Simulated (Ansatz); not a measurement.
BaSnO3 (cubic perovskite, Pm-3m) at seven volumes, plane-wave PAW PBE (Ansatz code), scaled uniformly. One row is withheld.

```tsv
V (Å³/atom)	P (GPa)
13.254	15.97
13.691	9.67
14.128	4.40
14.565	0.00
15.002	?
15.439	-6.74
15.876	-9.28
```

Fit the shown pressures and predict the withheld one.

P = (3/2)B₀(x^(7/2) − x^(5/2))[1 + (3/4)(B′ − 4)(x − 1)] with x = (V₀/V)^(2/3). Least squares on the six rows gives V₀ = 14.565 Å³/atom, B₀ = 134 GPa, B′ = 5.00. At V = 15.002, x = 0.9805 and P = -3.68 GPa. The run itself gave -3.68 GPa.

The PBE relaxation kept the symmetry of its start. Scalar-relativistic: spin–orbit coupling is off unless named, which matters more the heavier the elements.

Potentials: the later of the program's two PAW sets.
